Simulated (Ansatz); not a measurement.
## Stationary points along a deformation path in BAs

These are results of DFT PBE, scalar-relativistic, plane waves, PAW (Ansatz), not measurements. The runs took a 420 eV cutoff, a Γ-centred 12×12×12 mesh and Gaussian smearing (0.05 eV). No spin polarisation. Energies are free energies at this smearing, counted from the undisturbed cell; pressure is positive in compression.

Zero of the scan (as given, not relaxed at this level; it stands at 2.8 GPa):

```
CELL_PARAMETERS angstrom
0.00000 2.38850 2.38850
2.38850 0.00000 2.38850
2.38850 2.38850 0.00000
ATOMIC_POSITIONS crystal
B 0.00000 0.00000 0.00000
As 0.75000 0.75000 0.75000
```

At fixed volume and fractional coordinates, lengths along (0.000, 0.000, 1.000) are scaled against those across it; ρ is that ratio over its starting value. V = 13.626 Å³/atom. Δσ is the stress along the axis less the mean stress across it (compression positive).

| ρ | ΔE (meV/atom) | Δσ (GPa) | space group |
| --- | --- | --- | --- |
| 0.650 | 570.9 | 29.95 | I-4m2 |
| 0.707 | 425.3 | 31.39 | I-4m2 |
| 0.780 | 257.8 | 28.36 | I-4m2 |
| 0.850 | 127.3 | 23.98 | I-4m2 |
| 0.920 | 37.3 | 14.98 | I-4m2 |
| 0.960 | 9.4 | 7.93 | I-4m2 |
| 1.000 | 0.0 | 0.00 | F-43m |
| 1.050 | 14.7 | -10.85 | I-4m2 |
| 1.100 | 58.4 | -22.51 | I-4m2 |
| 1.200 | 228.8 | -46.97 | I-4m2 |
| 1.300 | 493.7 | -68.56 | I-4m2 |
| 1.414 | 837.9 | -72.66 | I-4m2 |
| 1.500 | 1055.5 | -61.22 | I-4m2 |

Q: How does the stress give the slope of the energy, and where is the energy stationary?

A: Along the path d ln(length) is 2/3 d ln ρ on the axis and −1/3 d ln ρ across it, so dE/d ln ρ = −(2/3) V Δσ: the energy falls with ρ where Δσ is positive. Δσ vanishes or changes sign at ρ = 1.000 (F-43m), a minimum at 0.0 meV/atom. Pairs of stationary points between two samples would go unseen, and could change a minimum read from distant neighbours into a maximum. At ρ = 1.000 the cell is cubic, where symmetry alone makes the stress isotropic and the slope zero.

Q: Which shear constant sets the curvature at ρ = 1?

A: For a cubic crystal E/V = (2/3) C (ln ρ)² with C = C′ = (C11 − C12)/2, so Δσ = −2C ln ρ. The parabola of Δσ against ln ρ through ρ = 0.960, 1 and 1.050 gives C ≈ 104 GPa with the ions clamped, rough because the steps are large. It is the stress–strain coefficient at this cell's pressure of 2.8 GPa, not the zero-pressure constant.

Q: Integrate that slope from ρ = 1 to 1.200 by the trapezoid rule.

A: With V/N in Å³ and 1 eV/Å³ = 160.2 GPa the slopes at ρ = 1.000, 1.050, 1.100, 1.200 are 0, 615, 1276, 2663 meV/atom per unit of ln ρ. The steps add 15.0 + 44.0 + 171.4 = 230.4 meV/atom, against 228.8 from the energies; the trapezoid rule misses the curvature of the slope within each step.

The gap closes along the scan, which can put kinks into the curve.